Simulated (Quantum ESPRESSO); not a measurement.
The system is MnO2.

```xyz
3
Lattice="1.4178 0.8186 4.2867 -1.4178 0.8186 4.2867 0.0000 -1.6372 4.2867" Properties=species:S:1:pos:R:3 pbc="T T T"
Mn    0.0000    0.0000    0.0000
O     0.0000    0.0000    3.2407
O     0.0000    0.0000    9.6193
```

The cell was built by a generator and needn't be a form met in nature.

Base run:

```yaml
Program: Quantum ESPRESSO 7.5
Functional: PBE
Potentials_or_basis: PseudoDojo 0.4.1 SR PBE standard
Cutoff: 1306 eV
Density_cutoff: 5225 eV
k_mesh: 8 × 8 × 8
Occupations: gaussian, width 0.05 eV
Spin: collinear spin, ferromagnetic start
Starting_moments: "[3.0, 0.0, 0.0] μB"
Hubbard_terms: Mn d U = 7 eV
```

Its results: band gap on the k mesh 0.60 eV, indirect (least direct gap 0.89 eV); pressure 16.0 GPa; net moment 3.00 μB per cell; site moments Mn +3.18; O -0.32 μB; largest force 0.733 eV/Å.

Task: The run is repeated on the same cell with these changes: functional from PBE to LDA. What comes out?

Result: Band gap on the k mesh 0.74 eV, indirect (least direct gap 0.95 eV); pressure -0.2 GPa; net moment 3.00 μB per cell; site moments Mn +3.06; O -0.25 μB; largest force 1.347 eV/Å.

LDA binds more tightly than PBE, so the same cell stands under less pressure.

Caveats: a cell with one magnetic atom can't hold antiferromagnetic order, which such compounds often take; the potentials were made for another functional, which shifts forces and pressure (some runs).

A k mesh can miss the band edges.
